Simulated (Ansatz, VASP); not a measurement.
One calculation of Cu, two programs

The input INCAR:

```
SYSTEM = Cu
PREC = Accurate ; ENCUT = 520
EDIFF = 1E-7 ; ISMEAR = -1
SIGMA = 0.15 ; LREAL = .False.
LASPH = .True. ; NELM = 100
ALGO = Normal ; ISIF = 2
LWAVE = .False. ; LCHARG = .False.
GGA = PS ; NBANDS = 18
```

Contents of KPOINTS:

```
regular mesh
0
Gamma
  10 10 6
  0 0 0
```

POSCAR

```
Cu
1.0
    2.5783692961      0.0000000000      0.0000000000
   -1.2891846430      2.2329333088      0.0000000000
    0.0000000000      0.0000000000      4.1844207918
Cu
2
Direct
    0.3333333333      0.6666666667      0.2500000000
    0.6666666667      0.3333333333      0.7500000000
```

Input for Ansatz:

```yaml
crystal:
  lattice:
    - [2.5783692960808873, 0.0, 0.0]
    - [-1.2891846429530898, 2.232933308845705, 0.0]
    - [0.0, 0.0, 4.184420791789553]
  atoms:
    - { symbol: Cu, position: [0.3333333333333333, 0.6666666666666666, 0.25] }
    - { symbol: Cu, position: [0.6666666666666666, 0.3333333333333333, 0.75] }
basis:
  ecutwfc: 470.0
kpoints:
  mp_grid:
    grid: [10, 10, 6]
hamiltonian:
  xc: pbesol
scf:
  occupations:
    method: fermi_dirac
    width: 0.15
output:
  stress: true
```

This isn't the form of Cu at room conditions, which is fcc.

Alike in both runs: task single point; functional PBEsol; k mesh 10 × 10 × 6; occupations fermi-dirac, width 0.15 eV; no spin polarisation.

```csv
,VASP,Ansatz
version,VASP 6.6.1,Ansatz 0.2.0
potentials or method,"VASP PAW PBE potentials, release 64 (Cu)","plane waves, PAW"
plane-wave cutoff (eV),520,470
valence electrons in the cell,22,38
```

```tsv
	VASP	Ansatz	Ansatz less VASP
pressure (GPa)	-7.9	-8.6	-0.73
largest component of the traceless stress (GPa)	0.45	0.49	+0.042
```

With one functional, cell and mesh, what is left measures potentials, basis and numerics. The two sets of potentials don't hold the same shells in valence.

Caveats: the PAW data sets were made with another functional, which shifts forces and pressure a little (VASP).
